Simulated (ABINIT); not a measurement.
# TePb (Fm-3m) in ABINIT: a series of runs

Aim: see how the results for TePb move with the level of theory and the settings. Levels: PBE, RPBE, LDA-VWN. Tasks: band structure, equation of state.

All numbers are computed with ABINIT 10.8.3 (patched build); they aren't measurements. Logs are shortened: lines on timing, memory, paths and dates and some standing lists are left out, and cuts for length are marked. The log counts tension as positive stress, the text compression.

**Measured values to compare with.**

A printed reference work, monograph reports, for a bulk crystal of TePb at 4.2 K: band gap 0.19 eV (direct).

The results are compared with them further down.

## Step 1: The structure

It takes space group Fm-3m (No. 225, cubic). The conventional cell has a = 6.462 Å, b = 6.462 Å, c = 6.462 Å, α = 90.00°, β = 90.00°, γ = 90.00°. Pb (site symmetry m-3m) has 6 Te at 3.23 Å as nearest neighbours. Te (site symmetry m-3m) is surrounded by 6 Pb at 3.23 Å.

## Step 2: Band structure, PBE

Input file run.abi:

```
ndtset 2

pp_dirpath "./"
pseudos "Pb.GGA_PBE-JTH.xml, Te.GGA_PBE-JTH.xml"

acell 4.56932402 4.56932402 4.56932402 Angstrom
rprim
     0.0000000000     0.7071067812     0.7071067812
     0.7071067812     0.0000000000     0.7071067812
     0.7071067812     0.7071067812     0.0000000000
ntypat 2
znucl 82 52
natom 2
typat 1 2
xred
     0.0000000000     0.0000000000     0.0000000000
     0.5000000000     0.5000000000     0.5000000000

ecut 22.0
pawecutdg 44.0

ixc 11

occopt 3
tsmear 0.05 eV

nstep 100

iomode 3
prtwf 0
prteig 0
prtebands 0
prtden1 1
prtvha1 1
prtvclmb1 1
prtpot1 1

kptopt1 1
ngkpt1 7 7 7
nshiftk1 1
shiftk1 0.0 0.0 0.0
nband1 14
tolvrs1 1.0e-9

iscf2 -2
getden2 1
nband2 20
nbdbuf2 4
tolwfr2 1.0e-11
kptopt2 -9
ndivsm2 5
prteig2 1
kptbounds2
     0.0000000000     0.0000000000     0.0000000000
     0.5000000000     0.0000000000     0.5000000000
     0.5000000000     0.2500000000     0.7500000000
     0.3750000000     0.3750000000     0.7500000000
     0.0000000000     0.0000000000     0.0000000000
     0.5000000000     0.5000000000     0.5000000000
     0.6250000000     0.2500000000     0.6250000000
     0.5000000000     0.2500000000     0.7500000000
     0.5000000000     0.5000000000     0.5000000000
     0.3750000000     0.3750000000     0.7500000000
```

Potentials or basis: JTH PAW PBE v2.0.

The run is started by

```
> abinit run.abi > log 2>&1
```

run.abo:

```text
.Version 10.8.3 of ABINIT
 DATASET    1 : space group Fm -3 m (#225); Bravais cF (face-center cubic)
================================================================================
 Values of the parameters that define the memory need for DATASET  1.
     intxc =       0    ionmov =       0      iscf =      17    lmnmax =      18
     lnmax =       6     mgfft =      40  mpssoang =       3    mqgrid =    3001
     natom =       2  nloc_mem =       2    nspden =       1   nspinor =       1
    nsppol =       1      nsym =      48    n1xccc =       1    ntypat =       2
    occopt =       3   xclevel =       2
       mpw =        2258          nfft =       64000          nkpt =          20
 PAW method is used; the additional fine FFT grid is defined by:
   mgfftf=        54    nfftf =    157464
================================================================================
================================================================================

 DATASET    2 : space group Fm -3 m (#225); Bravais cF (face-center cubic)
================================================================================
 Values of the parameters that define the memory need for DATASET  2.
     intxc =       0    ionmov =       0      iscf =      -2    lmnmax =      18
     lnmax =       6     mgfft =      40  mpssoang =       3    mqgrid =    3001
     natom =       2  nloc_mem =       2    nspden =       1   nspinor =       1
    nsppol =       1      nsym =      48    n1xccc =       1    ntypat =       2
    occopt =       3   xclevel =       2
       mpw =        2258          nfft =       64000          nkpt =          87
 PAW method is used; the additional fine FFT grid is defined by:
   mgfftf=        54    nfftf =    157464
================================================================================
================================================================================

--------------------------------------------------------------------------------
------------- Echo of variables that govern the present computation ------------
--------------------------------------------------------------------------------
 -outvars: echo values of preprocessed input variables --------
            acell      8.6347709783E+00  8.6347709783E+00  8.6347709783E+00 Bohr
              amu      2.07200000E+02  1.27600000E+02
             ecut      2.20000000E+01 Hartree
           getden1          0
           getden2          1
             iscf1         17
             iscf2         -2
                       outvar_i_n : Printing only first  50 k-points.
              ixc          11
           jdtset        1    2
                       outvar_i_n : Printing only first  50 k-points.
           kptopt1          1
           kptopt2         -9
         kptrlatt        7    0    0      0    7    0      0    0    7
          kptrlen1     6.04433968E+01
          kptrlen2     3.00000000E+01
            natom           2
            nband1         14
            nband2         20
           nbdbuf1          0
           nbdbuf2          4
           ndtset           2
           ndivsm1          0
           ndivsm2          5
            ngfft          40      40      40
          ngfftdg          54      54      54
             nkpt1         20
             nkpt2         87
            nstep         100
             nsym          48
           ntypat           2
           occopt           3
        pawecutdg      4.40000000E+01 Hartree
         pawxcdev           0
        prtebands           0
           prteig1          0
           prteig2          1
           prtpot1          1
           prtpot2          0
         prtvclmb1          1
         prtvclmb2          0
           prtvha1          1
           prtvha2          0
            prtwf           0
            rprim      0.0000000000E+00  7.0710678120E-01  7.0710678120E-01
                       7.0710678120E-01  0.0000000000E+00  7.0710678120E-01
                       7.0710678120E-01  7.0710678120E-01  0.0000000000E+00
[... 256 lines left out ...]

 getcut: wavevector=  0.0000  0.0000  0.0000  ngfft=  54  54  54
         ecut(hartree)=     44.000   => boxcut(ratio)=   2.09508
--------------------------------------------------------------------------------

================================================================================
 Non-SCF case, kpt    1 (  0.00000  0.00000  0.00000), residuals and eigenvalues=
  2.20E-12  4.17E-12  2.38E-12  4.62E-12  6.06E-12  5.98E-12  6.85E-12  8.37E-12
  7.09E-12  6.27E-12  3.42E-12  7.03E-12  5.85E-12  5.17E-12  7.96E-12  3.39E-12
  6.56E-12  7.97E-12  5.41E-12  8.47E-12
 -6.4702E-01 -6.4702E-01 -6.4682E-01 -6.4682E-01 -6.4682E-01 -4.7452E-01
 -2.3862E-01 -8.2095E-02 -8.2095E-02 -8.2095E-02  1.1993E-01  1.1993E-01
  1.1993E-01  1.8288E-01  1.8288E-01  1.8288E-01  2.4483E-01  2.4671E-01
  2.6773E-01  2.6773E-01
 Non-SCF case, kpt    2 (  0.03571  0.00000  0.03571), residuals and eigenvalues=
  6.64E-12  5.83E-12  4.41E-12  3.48E-12  2.68E-12  7.18E-12  6.16E-12  2.44E-12
  3.47E-12  5.50E-12  4.69E-12  1.46E-12  6.19E-12  3.61E-12  3.05E-12  7.34E-12
[... 671 lines left out ...]
  3.87E-12  9.54E-12  4.24E-12  6.15E-12  5.06E-12  6.29E-12  8.16E-12  5.98E-12
  1.85E-10  3.78E-07  9.27E-06  4.17E-05
 -6.4855E-01 -6.4700E-01 -6.4677E-01 -6.4616E-01 -6.4601E-01 -4.0981E-01
 -3.2907E-01 -1.7894E-01 -1.1268E-01 -1.0379E-01  9.0758E-02  9.6281E-02
  1.6897E-01  1.7773E-01  2.8977E-01  3.0212E-01  3.7773E-01  4.4386E-01
  4.6362E-01  4.8843E-01
 Non-SCF case, kpt   87 (  0.37500  0.37500  0.75000), residuals and eigenvalues=
  5.19E-12  9.72E-12  6.51E-12  5.29E-12  9.41E-12  6.05E-12  4.78E-12  9.67E-12
  9.23E-12  6.72E-12  9.71E-12  7.72E-12  4.59E-12  3.56E-12  8.40E-12  3.57E-12
  6.67E-10  8.12E-07  1.21E-05  1.25E-04
 -6.4868E-01 -6.4694E-01 -6.4684E-01 -6.4611E-01 -6.4598E-01 -4.0931E-01
 -3.2572E-01 -1.8401E-01 -1.1713E-01 -1.0929E-01  9.8892E-02  1.0690E-01
  1.5862E-01  1.8583E-01  2.9995E-01  3.1010E-01  3.8268E-01  4.3466E-01
  4.5812E-01  4.8627E-01

--- !ResultsGS
iteration_state: {dtset: 2, }
comment   : Summary of ground state results
lattice_vectors:
- [  0.0000000,   6.1057051,   6.1057051, ]
- [  6.1057051,   0.0000000,   6.1057051, ]
- [  6.1057051,   6.1057051,   0.0000000, ]
lattice_lengths: [   8.63477,    8.63477,    8.63477, ]
lattice_angles: [ 60.000,  60.000,  60.000, ] # degrees, (23, 13, 12)
lattice_volume:   4.5523692E+02
convergence: {deltae:  0.000E+00, res2:  0.000E+00, residm:  9.998E-12, diffor:  0.000E+00, }
etotal    :  -6.95542292E+01
entropy   :   0.00000000E+00
fermie    :  -1.76914384E-02
cartesian_stress_tensor: null
pressure_GPa: null
xred      :
- [  0.0000E+00,   0.0000E+00,   0.0000E+00, Pb]
- [  5.0000E-01,   5.0000E-01,   5.0000E-01, Te]
cartesian_forces: null
force_length_stats: {min: null, max: null, mean: null, }
...

 Integrated electronic density in atomic spheres:
 ------------------------------------------------
 Atom  Sphere_radius  Integrated_density
    1        2.40264         11.33553624
    2        2.31107          3.13186371

================================================================================

 ----iterations are completed or convergence reached----

 Mean square residual over all n,k,spin=   58.359E-13; max=  99.982E-13
 reduced coordinates (array xred) for    2 atoms
       0.000000000000      0.000000000000      0.000000000000
       0.500000000000      0.500000000000      0.500000000000

 cartesian coordinates (angstrom) at end:
    1      0.00000000000000     0.00000000000000     0.00000000000000
    2      3.23100000004204     3.23100000004204     3.23100000004204
 length scales=  8.634770978332  8.634770978332  8.634770978332 bohr
              =  4.569324020000  4.569324020000  4.569324020000 angstroms
 Eigenvalues (hartree) for nkpt=  87  k points:
 kpt#   1, nband= 20, wtk=  1.00000, kpt=  0.0000  0.0000  0.0000 (reduced coord)
  -0.64702   -0.64702   -0.64682   -0.64682   -0.64682   -0.47452   -0.23862   -0.08210
  -0.08210   -0.08210    0.11993    0.11993    0.11993    0.18288    0.18288    0.18288
   0.24483    0.24671    0.26773    0.26773
 kpt#   2, nband= 20, wtk=  1.00000, kpt=  0.0357  0.0000  0.0357 (reduced coord)
  -0.64704   -0.64702   -0.64682   -0.64680   -0.64680   -0.47398   -0.24048   -0.08295
  -0.08295   -0.07901    0.11043    0.11974    0.11974    0.17884    0.18576    0.18576
   0.25016    0.25017    0.26827    0.27601
 kpt#   3, nband= 20, wtk=  1.00000, kpt=  0.0714  0.0000  0.0714 (reduced coord)
  -0.64709   -0.64700   -0.64683   -0.64677   -0.64677   -0.47237   -0.24559   -0.08543
  -0.08543   -0.07047    0.08828    0.11952    0.11952    0.16945    0.19394    0.19394
   0.25436    0.26347    0.26987    0.30086
 kpt#   4, nband= 20, wtk=  1.00000, kpt=  0.1071  0.0000  0.1071 (reduced coord)
  -0.64718   -0.64698   -0.64686   -0.64671   -0.64671   -0.46970   -0.25284   -0.08930
  -0.08930   -0.05859    0.06257    0.11997    0.11997    0.15828    0.20647    0.20647
   0.25807    0.27255    0.28115    0.33537
 kpt#   5, nband= 20, wtk=  1.00000, kpt=  0.1429  0.0000  0.1429 (reduced coord)
[... 317 lines left out ...]
  -0.10100   -0.08979    0.06709    0.07166    0.14459    0.19597    0.27389    0.29541
   0.37770    0.43331    0.45540    0.48276
 kpt#  85, nband= 20, wtk=  1.00000, kpt=  0.4028  0.4028  0.6944 (reduced coord)
  -0.64839   -0.64708   -0.64670   -0.64622   -0.64604   -0.41121   -0.33252   -0.17001
  -0.10727   -0.09729    0.07993    0.08441    0.16369    0.18170    0.28005    0.29729
   0.37787    0.44320    0.46019    0.48922
 kpt#  86, nband= 20, wtk=  1.00000, kpt=  0.3889  0.3889  0.7222 (reduced coord)
  -0.64855   -0.64700   -0.64677   -0.64616   -0.64601   -0.40981   -0.32907   -0.17894
  -0.11268   -0.10379    0.09076    0.09628    0.16897    0.17773    0.28977    0.30212
   0.37773    0.44386    0.46362    0.48843
 kpt#  87, nband= 20, wtk=  1.00000, kpt=  0.3750  0.3750  0.7500 (reduced coord)
  -0.64868   -0.64694   -0.64684   -0.64611   -0.64598   -0.40931   -0.32572   -0.18401
  -0.11713   -0.10929    0.09889    0.10690    0.15862    0.18583    0.29995    0.31010
   0.38268    0.43466    0.45812    0.48627

== END DATASET(S) ==============================================================
================================================================================

 -outvars: echo values of variables after computation  --------
            acell      8.6347709783E+00  8.6347709783E+00  8.6347709783E+00 Bohr
           etotal1    -6.9554229182E+01
            fcart1    -0.0000000000E+00 -0.0000000000E+00 -0.0000000000E+00
                      -0.0000000000E+00 -0.0000000000E+00 -0.0000000000E+00
            rprim      0.0000000000E+00  7.0710678120E-01  7.0710678120E-01
                       7.0710678120E-01  0.0000000000E+00  7.0710678120E-01
                       7.0710678120E-01  7.0710678120E-01  0.0000000000E+00
           strten1    -7.1608340490E-05 -7.1608340490E-05 -7.1608340490E-05
                       0.0000000000E+00  0.0000000000E+00  0.0000000000E+00
           xangst      0.0000000000E+00  0.0000000000E+00  0.0000000000E+00
                       3.2310000000E+00  3.2310000000E+00  3.2310000000E+00
             xred      0.0000000000E+00  0.0000000000E+00  0.0000000000E+00
                       5.0000000000E-01  5.0000000000E-01  5.0000000000E-01
 Calculation completed.
```

Wall time 1.9 min (1 thread of Arm Neoverse V2, shared host); peak memory 0.17 GiB.

What came out:

- Free energy: -1892.6670 eV
- Pressure: 2.1 GPa
- Band gap along the path: 0.71 eV, direct
- Valence electrons inside the program's atomic spheres: Pb 11.34; Te 3.13

Levels at the corners of the path, in eV from the Fermi level:
```
point  band 7  band 8  band 9  band 10  band 11  band 12  band 13  band 14
    Γ   -6.01   -1.75   -1.75    -1.75     3.74     3.74     3.74     5.46
    X   -7.72   -4.91   -3.21    -3.21     2.90     5.11     5.11     6.29
    W   -8.40   -4.19   -4.19    -0.77     1.27     4.83     4.83     6.54
    K   -8.38   -4.53   -2.71    -2.49     3.17     3.39     4.80     5.54
    Γ   -6.01   -1.75   -1.75    -1.75     3.74     3.74     3.74     5.46
    L   -8.99   -1.29   -1.29    -0.40     0.32     0.85     0.85     8.11
    U   -8.38   -4.53   -2.71    -2.49     3.17     3.39     4.80     5.54
    W   -8.40   -4.19   -4.19    -0.77     1.27     4.83     4.83     6.54
    L   -8.99   -1.29   -1.29    -0.40     0.32     0.85     0.85     8.11
    K   -8.38   -4.53   -2.71    -2.49     3.17     3.39     4.80     5.54
```

Caveat: this odd mesh misses L, where the gap lies, so gap, dielectric constants and Born charges aren't listed; spin-orbit coupling is left out, which moves the levels of the heavy elements.

## Step 3: Equation of state, RPBE

Input file run.abi:

```
# Datasets: one volume each
ndtset 7
getwfk -1
scalecart1 3*0.9795861087
scalecart2 3*0.9864848297
scalecart3 3*0.9932883884
scalecart4 3*1.0000000000
scalecart5 3*1.0066227096
scalecart6 3*1.0131594038
scalecart7 3*1.0196128224

# Pseudopotentials
pp_dirpath "./"
pseudos "Pb.GGA_PBE-JTH.xml, Te.GGA_PBE-JTH.xml"

# Structure
acell 8.6347709725 8.6347709725 8.6347709725
rprim
     0.0000000000     0.7071067812     0.7071067812
     0.7071067812     0.0000000000     0.7071067812
     0.7071067812     0.7071067812     0.0000000000
ntypat 2
znucl 82 52
natom 2
typat 1 2
xred
     0.0000000000     0.0000000000     0.0000000000
     0.5000000000     0.5000000000     0.5000000000

# Plane-wave basis
ecut 17.0
pawecutdg 34.0

# k points
kptopt 1
ngkpt 7 7 7
nshiftk 1
shiftk 0.0 0.0 0.0

# Exchange and correlation
ixc 15

# Bands and occupations
nband 14
occopt 3
tsmear 0.00183747

# SCF cycle
nstep 100
tolvrs 1.0e-9

# Output
iomode 3
prtwf 1
prtden 0
prteig 0
prtebands 0
enunit 1
```

Potentials or basis: JTH PAW PBE v2.0.

The run is started by

```
> abinit run.abi > log 2>&1
```

It took 80 s on 1 thread of Arm Neoverse V2, shared host; peak memory 0.15 GiB.

The run converged. Its results:

| Property | Result |
| --- | --- |
| Equilibrium volume | 36.72 Å³/atom (rough: see the caveat) |
| Bulk modulus | 36 GPa (rough) |

Energy against volume, from the lowest point:
```
volume (Å³/atom)  energy (meV/atom)
          31.706              95.24
          32.380              68.00
          33.055              46.10
          33.730              28.63
          34.404              15.31
          35.079               5.86
          35.753               0.00
```

Caveat: the cutoff is too short for stress, so the log's stress isn't used; pressures at fixed basis lie under the slope of the energies; this odd mesh misses L, where the gap lies, so gap, dielectric constants and Born charges aren't listed; the minimum lies outside the volumes run; the PAW data sets were made with another functional, which shifts forces and pressure a little. The run has no spin-orbit coupling, so splittings on Pb, Te are missing.

[end of part 1 of 2]
